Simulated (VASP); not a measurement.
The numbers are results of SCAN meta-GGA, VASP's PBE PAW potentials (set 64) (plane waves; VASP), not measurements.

The input files of a VASP run:

INCAR:
```
SYSTEM=MgF2
PREC=Accurate; ENCUT=520; LREAL=.False.
LASPH=.True.
EDIFF=1E-7; NELM=100; ALGO=Normal
LMIXTAU=.True.
ISMEAR=-5
METAGGA=SCAN
ISIF=2
LWAVE=.False.; LCHARG=.False.; LORBIT=11
NEDOS=601
LEFG=.True.
```

KPOINTS:
```
Automatic
0
G
  6 6 8
```

**POSCAR**
```
MgF2
1
    4.5900808681     0.0000000000     0.0000000000
    0.0000000000     4.5900808681     0.0000000000
    0.0000000000     0.0000000000     3.0275936649
Mg F
2 4
Direct
  0.0000000000   0.0000000000   0.0000000000
  0.5000000000   0.5000000000   0.5000000000
  0.3029040303   0.3029040303   0.0000000000
  0.8029040303   0.1970959697   0.5000000000
  0.1970959697   0.8029040303   0.5000000000
  0.6970959697   0.6970959697   0.0000000000
```

**KPOINTS_OPT**
```
k-points along high-symmetry lines
6
Line-mode
Reciprocal
  0.000000   0.000000   0.000000 ! GAMMA
  0.000000   0.500000   0.000000 ! X

  0.000000   0.500000   0.000000 ! X
  0.500000   0.500000   0.000000 ! M

  0.500000   0.500000   0.000000 ! M
  0.000000   0.000000   0.000000 ! GAMMA

  0.000000   0.000000   0.000000 ! GAMMA
  0.000000   0.000000   0.500000 ! Z

  0.000000   0.000000   0.500000 ! Z
  0.000000   0.500000   0.500000 ! R

  0.000000   0.500000   0.500000 ! R
  0.500000   0.500000   0.500000 ! A

  0.500000   0.500000   0.500000 ! A
  0.000000   0.000000   0.500000 ! Z

  0.000000   0.500000   0.000000 ! X
  0.000000   0.500000   0.500000 ! R

  0.500000   0.500000   0.000000 ! M
  0.500000   0.500000   0.500000 ! A
```

POTCAR, in this order: Mg F (PBE.64 set). Program: vasp_std.

Output of the run:

File OSZICAR:
```
       N       E                     dE             d eps       ncg     rms          rms(c)
DAV:   1     0.178904185314E+03    0.17890E+03   -0.18930E+04  2112   0.154E+03
DAV:   2    -0.492974063864E+02   -0.22820E+03   -0.22159E+03  2596   0.352E+02
DAV:   3    -0.584401484647E+02   -0.91427E+01   -0.91181E+01  2360   0.722E+01
DAV:   4    -0.584913746120E+02   -0.51226E-01   -0.51215E-01  2280   0.609E+00
DAV:   5    -0.584916384523E+02   -0.26384E-03   -0.26383E-03  2264   0.455E-01    0.928E+00
DAV:   6    -0.483193952766E+02    0.10172E+02   -0.45548E+00  2076   0.149E+01    0.278E+00
DAV:   7    -0.465965309117E+02    0.17229E+01   -0.27932E+00  2080   0.195E+01    0.244E+00
DAV:   8    -0.466681463061E+02   -0.71615E-01   -0.71764E-03  2332   0.742E-01    0.253E+00
DAV:   9    -0.456147975246E+02    0.10533E+01   -0.21330E-01  2048   0.599E+00    0.943E-01
DAV:  10    -0.470079986978E+02   -0.13932E+01   -0.47752E-01  2000   0.674E+00    0.429E-01
DAV:  11    -0.470090275826E+02   -0.10289E-02   -0.30539E-03  2312   0.553E-01    0.436E-01
DAV:  12    -0.470196603243E+02   -0.10633E-01   -0.76192E-04  2080   0.384E-01    0.421E-01
DAV:  13    -0.470201054290E+02   -0.44510E-03   -0.13687E-04  2312   0.105E-01    0.391E-01
DAV:  14    -0.469918855197E+02    0.28220E-01   -0.91778E-03  2000   0.102E+00    0.113E+00
DAV:  15    -0.470095049675E+02   -0.17619E-01   -0.11349E-03  2000   0.393E-01    0.145E+00
DAV:  16    -0.470293811397E+02   -0.19876E-01   -0.22174E-03  2000   0.602E-01    0.736E-01
DAV:  17    -0.470685729782E+02   -0.39192E-01   -0.17102E-02  2000   0.179E+00    0.500E-01
DAV:  18    -0.470691067916E+02   -0.53381E-03   -0.27581E-04  2328   0.168E-01    0.529E-01
DAV:  19    -0.470698624645E+02   -0.75567E-03   -0.75593E-04  2000   0.411E-01    0.218E-01
DAV:  20    -0.470702602379E+02   -0.39777E-03   -0.28033E-04  2024   0.186E-01    0.102E-01
DAV:  21    -0.470702605609E+02   -0.32303E-06   -0.35268E-05  2048   0.806E-02    0.569E-02
DAV:  22    -0.470701860871E+02    0.74474E-04   -0.54498E-05  2004   0.939E-02    0.335E-02
DAV:  23    -0.470702008984E+02   -0.14811E-04   -0.10249E-05  2040   0.383E-02    0.107E-02
DAV:  24    -0.470701943516E+02    0.65468E-05   -0.59342E-06  2000   0.353E-02    0.142E-03
DAV:  25    -0.470701934754E+02    0.87622E-06   -0.44390E-07  2048   0.888E-03    0.814E-04
DAV:  26    -0.470701935073E+02   -0.31947E-07   -0.79482E-08  1276   0.413E-03
   1 F= -.47070194E+02 E0= -.47070194E+02  d E =0.000000E+00
       N       E                     dE             ncg
       N       E                     dE             ncg
```

### OUTCAR
```
------------------------ aborting loop because EDIFF is reached ----------------------------------------
  FORCE on cell =-STRESS in cart. coord.  units (eV):
  Direction    XX          YY          ZZ          XY          YZ          ZX
  --------------------------------------------------------------------------------------
  Total       -0.0036367     -0.0036367      0.0056883      0.0000000      0.0000000      0.0000000
  in kB       -0.0913451     -0.0913451      0.1428744      0.0000000      0.0000000      0.0000000
  external PRESSURE =      -0.0132719 kB  Pullay stress =       0.0000000 kB
  volume of cell :       63.79
      direct lattice vectors                 reciprocal lattice vectors
     4.590080868  0.000000000  0.000000000     0.217861085  0.000000000  0.000000000
     0.000000000  4.590080868  0.000000000     0.000000000  0.217861085  0.000000000
     0.000000000  0.000000000  3.027593665     0.000000000  0.000000000  0.330295314
 POSITION                                       TOTAL-FORCE (eV/Angst)
 -----------------------------------------------------------------------------------
      0.00000      0.00000      0.00000         0.000000      0.000000      0.000000
      2.29504      2.29504      1.51380         0.000000      0.000000      0.000000
      1.39035      1.39035      0.00000        -0.007685     -0.007685     -0.000000
      3.68539      0.90469      1.51380        -0.007685      0.007685      0.000000
      0.90469      3.68539      1.51380         0.007685     -0.007685     -0.000000
      3.19973      3.19973      0.00000         0.007685      0.007685      0.000000
 -----------------------------------------------------------------------------------
    total drift:                                0.000000     -0.000000      0.000000
  FREE ENERGIE OF THE ION-ELECTRON SYSTEM (eV)
  ---------------------------------------------------
  free  energy   TOTEN  =       -47.0701935073 eV

  energy  without entropy=      -47.0701935073  energy(sigma->0) =      -47.07019351

 total charge

# of ion       s       p       d       tot
------------------------------------------
    1        0.121   0.161   0.075   0.357
    2        0.121   0.161   0.075   0.357
    3        1.738   4.461   0.000   6.199
    4        1.738   4.461   0.000   6.199
    5        1.738   4.461   0.000   6.199
    6        1.738   4.461   0.000   6.199
--------------------------------------------------
tot          7.195  18.164   0.150  25.510

 Electric field gradients after diagonalization (V/A^2)
 (convention: |V_zz| > |V_xx| > |V_yy|)
----------------------------------------------------------------------
 ion       V_xx      V_yy      V_zz     asymmetry (V_yy - V_xx)/ V_zz
----------------------------------------------------------------------
   1      -4.699    -1.797     6.497       0.447
   2      -4.699    -1.797     6.497       0.447
   3      29.087    16.387   -45.474       0.279
   4      29.087    16.387   -45.474       0.279
   5      29.087    16.387   -45.474       0.279
   6      29.087    16.387   -45.474       0.279
```
(Selected blocks of OUTCAR.)

The compound is MgF2 in the rutile structure. It was relaxed first.
